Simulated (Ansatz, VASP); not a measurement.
**Cu in VASP and in Ansatz**

```
CELL_PARAMETERS angstrom
2.54752 0.00000 0.00000
-1.27376 2.20622 0.00000
0.00000 0.00000 8.31653
ATOMIC_POSITIONS crystal
Cu 0.66667 0.33333 0.75000
Cu 0.00000 0.00000 0.50000
Cu 0.33333 0.66667 0.25000
Cu 0.00000 0.00000 0.00000
```

This isn't the form of Cu at room conditions, which is fcc.

Alike in both runs: task single point; functional PBE; k mesh 12 × 12 × 4; occupations fermi-dirac, width 0.05 eV; no spin polarisation.

```csv
,VASP,Ansatz
version,VASP 6.6.1,Ansatz 0.2.0
potentials or method,"VASP PAW PBE potentials, release 64 (Cu)",Ansatz PAW
plane-wave cutoff (eV),520,420
valence electrons in the cell,44,76
```

|  | VASP | Ansatz | Ansatz less VASP |
| --- | --- | --- | --- |
| gap on the k mesh at the Fermi level (eV) | none | none | - |
| pressure (GPa) | 4.1 | 3.6 | -0.53 |
| largest component of the traceless stress (GPa) | 0.35 | 0.32 | -0.033 |

A gap of «none» marks a metal or a gap that the smearing closes. The functional is the same, so the differences come from potentials, cutoffs and numerics. The two sets of potentials don't hold the same shells in valence.
